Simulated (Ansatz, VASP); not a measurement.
**Cross-check of NaCl between VASP and Ansatz**

One calculation is typed for both programs; each brings its own data sets and cutoff. How far apart do they land?

Main program and level: Ansatz 0.2.0; plane waves, with VASP 6.6.1 beside it; single point at HSE06.

The database entry behind the starting cell differs from later determinations by our own check (an axis about 0.4 % short against later determinations), so it need not match the best structure at ambient conditions.

### Step 1. Starting point

Symmetry: Fm-3m, No. 225, cubic system. Conventional cell: a = 5.620 Å, b = 5.620 Å, c = 5.620 Å, α = 90.00°, β = 90.00°, γ = 90.00°. Nearest to Cl lie 6 Na at 2.81 Å. Nearest to Na lie 6 Cl at 2.81 Å. Farther neighbours and most contacts between anions are not listed.

### Step 2. VASP: single point, HSE06

With cell and atoms fixed, the geometry can't cause a difference; cores, projectors, grids and the points listed under the comparison can.

Lines of VASP's logs that name or quote its potential files are left out, and so is its time.

The run reads the wave functions of an earlier VASP run, which isn't shown here.

Input file INCAR:

```
SYSTEM = NaCl
PREC = Accurate
ENCUT = 400
EDIFF = 1E-08
NELM = 100
ISMEAR = 0
SIGMA = 0.01
LREAL = .FALSE.
ALGO = Normal
LHFCALC = .TRUE.
AEXX = 0.25
GGA = PE
HFSCREEN = 0.2
LASPH = .TRUE.
NBANDS = 14
PRECFOCK = Fast
LORBIT = 11
LWAVE = .TRUE.
LCHARG = .FALSE.
KPAR = 8
```

Input file POSCAR:

```
NaCl
1.0
    0.0000000000      2.8100000000      2.8100000000
    2.8100000000      0.0000000000      2.8100000000
    2.8100000000      2.8100000000      0.0000000000
Cl Na
1 1
Direct
    0.5000000000      0.5000000000      0.5000000000
    0.0000000000      0.0000000000      0.0000000000
```

Input file KPOINTS:

```
Automatic mesh
0
Gamma
4 4 4
0 0 0
```

The projector-augmented-wave data sets are Cl_GW and Na_sv_GW (PBE family, release 64).

The run is started by

```sh
$ mpirun -np 8 vasp_std
```

Numbers of over 12 decimals in the logs are rounded to 6 here.

The program printed:

```text
[banner, memory and clock lines left out]
running    8 mpi-ranks, on    1 nodes
 distrk:  each k-point on    1 cores,    8 groups
 distr:  one band on    1 cores,    1 groups

 POSCAR found type information on POSCAR ClNa
 POSCAR found :  2 types and       2 ions
|                                                                             |
|           W    W    AA    RRRRR   N    N  II  N    N   GGGG   !!!           |
|           W    W   A  A   R    R  NN   N  II  NN   N  G    G  !!!           |
|           W    W  A    A  R    R  N N  N  II  N N  N  G       !!!           |
|           W WW W  AAAAAA  RRRRR   N  N N  II  N  N N  G  GGG   !            |
|           WW  WW  A    A  R   R   N   NN  II  N   NN  G    G                |
|           W    W  A    A  R    R  N    N  II  N    N   GGGG   !!!           |
|                                                                             |
|     For optimal performance we recommend to set                             |
|       NCORE = 2 up to number-of-cores-per-socket                            |
|     NCORE specifies how many cores store one orbital (NPAR=cpu/NCORE).      |
|     This setting can greatly improve the performance of VASP for DFT.       |
|     The default, NCORE=1 might be grossly inefficient on modern             |
|     multi-core architectures or massively parallel machines. Do your        |
|     Unfortunately you need to use the default for GW and RPA                |
|     calculations (for HF NCORE is supported but not extensively tested      |
|     yet).                                                                   |
|                                                                             |

 LDA part: xc-table for (Slater+PW92), standard interpolation
 found WAVECAR, reading the header
 POSCAR, INCAR and KPOINTS ok, starting setup
 FFT: planning ... GRIDC
 FFT: planning ... GRID_SOFT
 FFT: planning ... GRID
 reading WAVECAR
 the WAVECAR file was read successfully
 initial charge from wavefunction
 entering main loop
       N       E                     dE             d eps       ncg     rms          rms(c)
DAV:   1    -0.992925048399E+01   -0.99293E+01   -0.12904E-01   236   0.376E+00    0.277E-01
DAV:   2    -0.992956501420E+01   -0.31453E-03   -0.43575E-03   314   0.107E+00    0.162E-01
DAV:   3    -0.992926511854E+01    0.29990E-03   -0.66904E-04   302   0.466E-01    0.872E-02
DAV:   4    -0.992921515290E+01    0.49966E-04   -0.68211E-05   290   0.136E-01    0.504E-02
DAV:   5    -0.992920023944E+01    0.14913E-04   -0.89004E-06   298   0.377E-02    0.301E-02
DAV:   6    -0.992919537242E+01    0.48670E-05   -0.25842E-06   260   0.146E-02    0.182E-02
DAV:   7    -0.992919380488E+01    0.15675E-05   -0.10505E-06   286   0.857E-03    0.110E-02
DAV:   8    -0.992919340803E+01    0.39685E-06   -0.45147E-07   260   0.562E-03    0.670E-03
DAV:   9    -0.992919328668E+01    0.12135E-06   -0.20091E-07   242   0.373E-03    0.409E-03
DAV:  10    -0.992919322505E+01    0.61631E-07   -0.84919E-08   254   0.238E-03    0.252E-03
DAV:  11    -0.992919317640E+01    0.48654E-07   -0.37557E-08   266   0.157E-03    0.157E-03
DAV:  12    -0.992919314019E+01    0.36207E-07   -0.16764E-08   240   0.103E-03    0.982E-04
DAV:  13    -0.992919311526E+01    0.24926E-07   -0.70195E-09   208   0.684E-04    0.620E-04
DAV:  14    -0.992919309368E+01    0.21582E-07   -0.43055E-09   190   0.577E-04    0.394E-04
DAV:  15    -0.992919308004E+01    0.13638E-07   -0.18092E-09   166   0.405E-04    0.251E-04
DAV:  16    -0.992919307065E+01    0.93928E-08   -0.98582E-10   112   0.382E-04
   1 F= -.99291931E+01 E0= -.99291931E+01  d E =-.783597E-29
 writing wavefunctions
```

From OUTCAR (step 2):

```text
ion  position               nearest neighbor table
   1  0.500  0.500  0.500-
   2  0.000  0.000  0.000-

  LATTYP: Found a face centered cubic cell.
 ALAT       =     5.6200000000

 Subroutine GETGRP returns: Found 48 space group operations
 (whereof 48 operations were pure point group operations)

The static configuration has the point symmetry O_h .

 Found      8 irreducible k-points:

   k-points           NKPTS =      8   k-points in BZ     NKDIM =     64   number of bands    NBANDS=     14

   dimension x,y,z NGX =    28 NGY =   28 NGZ =   28
   dimension x,y,z NGXF=    56 NGYF=   56 NGZF=   56

   ENCUT  =  400.0 eV  29.40 Ry    5.42 a.u.   6.48  6.48  6.48*2*pi/ulx,y,z

   NELECT =      16.0000    total number of electrons

 k-points in reciprocal lattice and weights: Automatic mesh
   0.00000000  0.00000000  0.00000000       0.016
   0.25000000  0.00000000  0.00000000       0.125
   0.50000000  0.00000000  0.00000000       0.062
   0.25000000  0.25000000  0.00000000       0.094
   0.50000000  0.25000000  0.00000000       0.375
  -0.25000000  0.25000000  0.00000000       0.188
   0.50000000  0.50000000  0.00000000       0.047
  -0.25000000  0.50000000  0.25000000       0.094

  exchange ACFDT corr.  =         0.00000000  see jH, gK, PRB 81, 115126

 average (electrostatic) potential at core
       1 -80.0345       2 -49.4638

 E-fermi :  -1.8067

 k-point     1 :       0.0000    0.0000    0.0000
  band No.  band energies     occupation
    ...
      4     -24.7275      2.00000
      5     -15.7597      2.00000
      6      -1.8834      2.00000
      7      -1.8834      2.00000
      8      -1.8833      2.00000
      9       4.6912      0.00000
     10      10.7147      0.00000
     11      10.7147      0.00000
     12      10.7148      0.00000
     13      12.9805      0.00000
    ...

 k-point     2 :       0.2500    0.0000    0.0000
  band No.  band energies     occupation
    ...
      4     -24.7291      2.00000
      5     -15.5795      2.00000
      6      -3.0429      2.00000
      7      -2.0329      2.00000
      8      -2.0329      2.00000
      9       6.1840      0.00000
     10       9.6255      0.00000
     11      11.0390      0.00000
     12      11.0390      0.00000
     13      12.9457      0.00000
    ...

 k-point     3 :       0.5000    0.0000    0.0000
  band No.  band energies     occupation
    ...
      4     -24.7293      2.00000
      5     -15.3882      2.00000
      6      -3.9534      2.00000
      7      -2.1744      2.00000
      8      -2.1744      2.00000
      9       6.7824      0.00000
     10      10.5153      0.00000
     11      10.6237      0.00000
     12      10.6237      0.00000
     13      14.8357      0.00000
    ...

  energy-cutoff  :      400.00
  volume of cell :       44.38
      direct lattice vectors                 reciprocal lattice vectors
     0.000000000  2.810000000  2.810000000    -0.177935943  0.177935943  0.177935943
     2.810000000  0.000000000  2.810000000     0.177935943 -0.177935943  0.177935943
     2.810000000  2.810000000  0.000000000     0.177935943  0.177935943 -0.177935943

 POSITION                                       TOTAL-FORCE (eV/Angst)
 -----------------------------------------------------------------------------------
      2.81000      2.81000      2.81000         0.000000      0.000000     -0.000000
      0.00000      0.00000      0.00000        -0.000000     -0.000000      0.000000
 -----------------------------------------------------------------------------------
    total drift:                               -0.000001     -0.000002     -0.000002

  FREE ENERGIE OF THE ION-ELECTRON SYSTEM (eV)
  ---------------------------------------------------
  free  energy   TOTEN  =        -9.9291930707 eV

  energy  without entropy=       -9.9291930707  energy(sigma->0) =       -9.92919307

 total charge
# of ion       s       p       d       tot
------------------------------------------
    1        1.564   3.554   0.001   5.120
    2        2.006   5.986   0.016   8.008
--------------------------------------------------
tot          3.570   9.541   0.017  13.128

[... 3 further parts left out ...]
```

### Step 3. Ansatz: single point, HSE06

Ansatz runs on its default PAW (the set named soft_2) files.

The same cell, functional, mesh and smearing now go to Ansatz, which takes its cutoff from its data sets.

Input file input.yaml:

```yaml
crystal:
  lattice:
    - [0.0, 2.81, 2.81]
    - [2.81, 0.0, 2.81]
    - [2.81, 2.81, 0.0]
  atoms:
    - { symbol: Cl, position: [0.5, 0.5, 0.5] }
    - { symbol: Na, position: [0.0, 0.0, 0.0] }
hamiltonian:
  xc: { exchange: pbe, correlation: pbe, exx: { coeff: 0.25, omega: 0.2 } }
  pseudopotentials: { kind: paw }
kpoints:
  mp_grid: { grid: [4, 4, 4] }
scf:
  occupations: { method: gaussian, width: 0.01 }
  n_extra_bands: 4
output:
  forces: true
  stress: true
  eigenvalues: true
```

The run is started by

```sh
$ ansatz run input.yaml --threads 4 --pin off --max-ram 9216MiB --backend cpu --events-out ev --progress --plain --runs-dir out
```

The program printed:

```text
Warning: output.stress: scf.convergence.dr2_threshold = 1e-7 eV (the SCF's general default) is looser than the 2e-10 eV advised for a printed stress (1e-10 eV for each atom of the cell: 2). What an SCF threshold leaves in a stress goes as its square root, and in the free energy as the threshold itself, and one threshold admits the most on a small cell: [figures from the program's tests cut] Set scf.convergence.dr2_threshold to 2e-10 eV or tighter. The threshold is an SCF's pass mark: one that does not reach it within its budget of iterations ends unconverged, or closes short of it on a stop that the run arms, and scf.convergence.dr2_threshold's page says what that costs each kind of run
Warning: output.stress: scf.exx.energy_threshold = 1e-6 eV is looser than the 2e-8 eV advised for a stress under a hybrid functional (1e-8 eV for each atom of the cell: 2). Every SCF of the exchange loop can meet its threshold on dr2 while the loop round them stops early: no threshold on dr2 bounds what that leaves in the stress. Set scf.exx.energy_threshold to 2e-8 eV or tighter. The threshold is the loop's pass mark: a loop that does not reach it within its budget of cycles ends unconverged, and scf.exx.energy_threshold's page has the law
scf.n_extra_bands = 4 over 8 filled bands (N_el = 16.0): the run solves 12 bands
Engine: ansatz 0.2.0, aarch64-unknown-linux-gnu
Pseudopotentials: kind: paw
Pseudopotential: Cl, paw, valence charge 7, recommended cutoff 420 eV (normal), Cl.paw.azcp
Pseudopotential: Na, paw, valence charge 9, recommended cutoff 420 eV (normal), Na.paw.azcp
Functional definition: unnamed
  parameter a_1 = 0.25
  parameter omega_1 = 0.2/angstrom
  exchange = pbe_x + (-a_1)*pbe_x_sr(omega_1) + a_1*exact_x_sr(omega_1)
  correlation = pbe_c
Crystal: 2 atoms, lattice volume = 44.376 Å³
Basis set: ecut = 420 eV, 893 PW (Γ), exchange–correlation on 54×54×54 points (8 copies of the dense FFT grid, shifted against one another)
Bands: 12, of which v1, the nominal top of the filled ones, is band 8 counted from 1 (7 counted from 0)
Symmetry: 48 space group operations
Space group: Fm-3m (ITA 225), of the structure as read, at distance tolerance 3.5e-5 Å
k-points: 8 of 64
Non-local potential: Cl, projectors of the file, l = 0: 2, l = 1: 2, l = 2: 2
Non-local potential: Na, projectors of the file, l = 0: 3, l = 1: 2, l = 2: 1
PAW form: soft (Blöchl's): semilocal exchange-correlation on the pseudo side does not see the compensation charge
PAW frozen core: Cl, regenerated for the run's functional, and the local potential with it (the file was generated under x = pbe(κ = 0.804, μ = 0.219515), c = pbe(β = 0.066725))
PAW frozen core: Na, regenerated for the run's functional, and the local potential with it (the file was generated under x = pbe(κ = 0.804, μ = 0.219515), c = pbe(β = 0.066725))
PAW one-centre angular grid: Cl, 110 points (default); XC on 64 Gauss nodes
PAW one-centre angular grid: Na, 110 points (default); XC on 96 Gauss nodes
Initial density: superposition of atomic densities (neutral atoms: chi_scale 0, normalization atom), corrected by the library's trained network
Initial wavefunctions: pseudopotential atomic-orbital guess
Functional: x = pbe(κ = 0.804, μ = 0.219515), c = pbe(β = 0.066725), warm-up for x = pbe(κ = 0.804, μ = 0.219515) + 0.25 (exact − pbe) at short range (hse, ω = 0.2 Å⁻¹), c = pbe(β = 0.066725)
SCF iter   1: F=—  HF=-2569.546003 eV  |F-HF|=—  |Δ(HF+E_count)|=         —  Δρ=5.47e-4  dr2=1.62e-4  ethr=1.77e-3  ⟨swp⟩=2.0  Hψ=651  notcnv=0
preconditioner: auto → none  [insulator: Δε(μ)=5.138 eV  Ē_g=20.965 eV  σ=0.010 eV  W_gap=1.00  n_scr=14 (ndim 8)  ℏωp=20.9 eV  f_vac=0.032  D(μ)=0.00/eV (n_scr^D=0)]
iter 2 solved again at ethr=1.15e-8 eV; its pass at ethr=1.01e-6 eV (dr2=1.84e-6 eV) is discarded
SCF iter   2: F=-2569.545914 eV  HF=-2569.545918 eV  |F-HF|=3.84e-6  |Δ(HF+E_count)|=   8.52e-5  Δρ=7.96e-5  dr2=1.83e-6  ethr=1.15e-8  ⟨swp⟩=2.9  Hψ=429  notcnv=0
SCF 1 stopped early in 2 iterations: F = -2569.545914 eV  dr2 = 1.83e-6
  greatest PAW one-centre occupation: 0.999 electrons in one spin orbital (limit 2), on the Na atom at site 1 (counted from 0), in its partial waves of l = 0
Initial density: handed on by an earlier stage of this run
Initial wavefunctions: those handed on with the density
Functional: x = pbe(κ = 0.804, μ = 0.219515) + 0.25 (exact − pbe) at short range (hse, ω = 0.2 Å⁻¹), c = pbe(β = 0.066725)
Exchange kernel: α = 0.2500, screened, ω = 0.2000 Å⁻¹, Wigner–Seitz truncation, v(0) = 1101.5539 eV·Å³, q-mesh 4×4×4, nearest image of the exchange supercell L = 15.90 Å, pair-density grid 15×15×15, without the augmentation charges, whose exchange is taken in its separable form by FFT convolution over the k-point mesh (sized by the pseudopotential files, 24×24×24 at the most), smooth part of the exact exchange by density-matrix convolution
Frozen-core exchange: fock
SCF iter   1: F=—  HF=-2570.501022 eV  |F-HF|=—  |Δ(HF+E_count)|=         —  Δρ=4.90e-3  dr2=5.70e-3  ethr=1.14e-7  ⟨swp⟩=7.8  Hψ=498  notcnv=0
preconditioner: auto → none  [insulator: Δε(μ)=6.516 eV  Ē_g=15.498 eV  σ=0.010 eV  W_gap=1.00  n_scr=14 (ndim 8)  ℏωp=15.8 eV  f_vac=0.032  D(μ)=0.00/eV (n_scr^D=0)]
SCF iter   2: F=—  HF=-2570.498067 eV  |F-HF|=—  |Δ(HF+E_count)|=   2.96e-3  Δρ=1.38e-3  dr2=6.68e-4  ethr=1.14e-7  ⟨swp⟩=4.0  Hψ=289  notcnv=0
SCF iter   3: F=—  HF=-2570.499761 eV  |F-HF|=—  |Δ(HF+E_count)|=   1.69e-3  Δρ=6.82e-4  dr2=1.34e-4  ethr=1.14e-7  ⟨swp⟩=4.0  Hψ=300  notcnv=0
SCF iter   4: F=—  HF=-2570.499724 eV  |F-HF|=—  |Δ(HF+E_count)|=   3.76e-5  Δρ=1.39e-4  dr2=6.19e-6  ethr=1.14e-7  ⟨swp⟩=3.0  Hψ=226  notcnv=0
SCF iter   5: F=-2570.499725 eV  HF=-2570.499724 eV  |F-HF|=1.13e-6  |Δ(HF+E_count)|=   4.33e-7  Δρ=1.66e-5  dr2=9.79e-7  ethr=3.38e-8  ⟨swp⟩=2.0  Hψ=160  notcnv=0
SCF 2 stopped early in 5 iterations: F = -2570.499725 eV  dr2 = 9.79e-7
hybrid outer 1: dexx = +1.803e-3 eV, tail = 8.11e-6 eV
Exchange kernel: α = 0.2500, screened, ω = 0.2000 Å⁻¹, Wigner–Seitz truncation, v(0) = 1101.5539 eV·Å³, q-mesh 4×4×4, nearest image of the exchange supercell L = 15.90 Å, pair-density grid 15×15×15, without the augmentation charges, whose exchange is taken in its separable form by FFT convolution over the k-point mesh (sized by the pseudopotential files, 24×24×24 at the most), smooth part of the exact exchange by density-matrix convolution
Frozen-core exchange: fock
SCF iter   1: F=—  HF=-2570.499672 eV  |F-HF|=—  |Δ(HF+E_count)|=         —  Δρ=4.26e-5  dr2=4.78e-7  ethr=2.54e-7  ⟨swp⟩=3.5  Hψ=229  notcnv=0
preconditioner: auto → none  [insulator: Δε(μ)=6.550 eV  Ē_g=15.508 eV  σ=0.010 eV  W_gap=1.00  n_scr=14 (ndim 8)  ℏωp=15.8 eV  f_vac=0.033  D(μ)=0.00/eV (n_scr^D=0)]
SCF iter   2: F=-2570.499672 eV  HF=-2570.499672 eV  |F-HF|=5.08e-9  |Δ(HF+E_count)|=   1.83e-7  Δρ=5.37e-6  dr2=9.93e-9  ethr=2.68e-9  ⟨swp⟩=3.0  Hψ=219  notcnv=0
SCF 3 converged in 2 iterations: F = -2570.499672 eV  dr2 = 9.93e-9
  Residual-converged pass: ⟨swp⟩=3.0  Hψ=207  notcnv=0  max |occ|·‖R‖ = 2.3e-6 eV (tolerance 2.4e-6 eV)  dr2=9.93e-9  dr2_onsite=2.76e-9  max |Δocc| = 0.0e0
hybrid outer 2: dexx = +6.181e-8 eV, tail = 2.68e-8 eV, Δε = 2.83e-3 eV (about 2.49e-4 eV left of the loop's levels)
hybrid SCF converged: 2 outer / 7 inner (+2 warm-up), last move |dexx| = 6.18e-8 eV, tail = 2.68e-8 eV
Stability not checked: this state was not tested for a lower state beside it, because the functional holds exact exchange (a hybrid, or Hartree-Fock), whose exchange loop this test does not read (fock_operator; see scf.lower_state_search)
Free energy (F): -2570.499672 eV
Frozen-core exchange: fock
Harris-Foulkes:  -2570.499672 eV  (|F-HF|=5.08e-9)
Internal energy: -2570.499672 eV  (E = F + TS)
E sigma→0 (E₀):  -2570.499672 eV
Fermi energy:    3.455973 eV
--- Per-component energies (eV) ---
  E_band       = -271.508621
  E_kinetic    = 283.509612
  E_local      = -1526.331222  (includes V_loc(G=0)·N_el)
  E_nonlocal   = 143.640753
  E_hartree    = 538.898737
  E_xc         = -118.088073
  E_vxc        = -138.187678  (∫ρ·V_xc dr)
  E_exx        = -58.685906  (= α·E_x^exact, valence–valence)
  E_paw        = -893.813361  (= ΣΔE_a)
  E_vpaw       = 5.434951  (= ΣTr[D̂ρ^β])
  E_aug_tail   = 0.000067  (compensation charges beyond the density's cutoff)
  E_ewald      = -939.485157
  E_core_change = -0.145122  (= ΣΔE_core)
  E_smearing   = -0.000000  (= −TS)
  E_closure    = -0.000001  (closes the sum)
  Σ components = -2570.499672   (vs F -2570.499672, Δ=0.00e0)
--- Forces (eV/Å), atoms counted from 1 ---
  atom   1  Cl     0.00000000    -0.00000000    -0.00000000
  atom   2  Na     0.00000000     0.00000000     0.00000000
  max |Σ_I F_I| component: 1.49e-29 eV/Å
--- Stress (GPa, compression-positive) ---
        0.480212       0.000000      -0.000000
       -0.000000       0.480212      -0.000000
       -0.000000       0.000000       0.480212
  P = ⅓ Tr σ = 0.4802 GPa (4.802 kbar)
--- Band table (eV; the first three rows and the last of 8) ---
  k-point 0: bands = [... 4 lower, -13.6904, 0.1809, 0.1809, 0.1809, 6.7311, 12.7706, 12.7706, 12.7706]
  k-point 1: bands = [... 4 lower, -13.5097, -0.9822, 0.0313, 0.0313, 8.2323, 11.6791, 13.0940, 13.0940]
  k-point 2: bands = [... 4 lower, -13.3178, -1.8944, -0.1101, -0.1101, 8.8447, 12.5514, 12.6787, 12.6787]
  k-point 7: bands = [... 4 lower, -13.2432, -1.1110, -1.1110, -0.6291, 10.5909, 11.3548, 11.3548, 13.1615]
```

It took 2.4 s on 4 threads of Arm Neoverse V2, shared host; peak memory 0.54 GiB.

The column dr2 measures how far the density is from self-consistency, as an energy; F and HF (Harris–Foulkes) agree once it is small.

The run ends at a pressure of 0.48 GPa.

### Step 4. Side by side

Known differences besides the potentials themselves: exact exchange at q = 0 is treated differently, which shows on coarse meshes; VASP keeps PBE cores, Ansatz makes them for the functional; the cutoff is 420 eV in Ansatz and 400 eV in VASP; VASP takes a coarser grid for exact exchange (PRECFOCK = Fast). Total energies have different zeros and are not compared.

Both answers:

| quantity | Ansatz | VASP | difference |
| --- | --- | --- | --- |
| gap on the k mesh (eV) | 6.550 | 6.574 | -0.024 |

A gap on the mesh is an upper bound, since the band edges may lie between its points.

### Step 5. Summary of results

```json
{
 "difference in gap on the k mesh (single point, HSE06)": "-0.024 eV"
}
```

What this shows: The difference in gap on the k mesh is -0.024 eV (single point, HSE06), within the 0.08 eV picked in this series as the mark of a large difference. How closely two codes agree says nothing of how well the functional describes the real material.

[Lines on the potential files, build, host, timing and source positions are cut from VASP's logs without a mark.]

[Logs are printed without paths, hosts, clocks, repeated set-up lines and the standing remarks that a program may print on its own settings, such as how far it seeks lower states.]

[Hosts, paths, dates, database ids (printed as entryN), source tags and the programs' standing remarks are cut or masked in the printed files.]
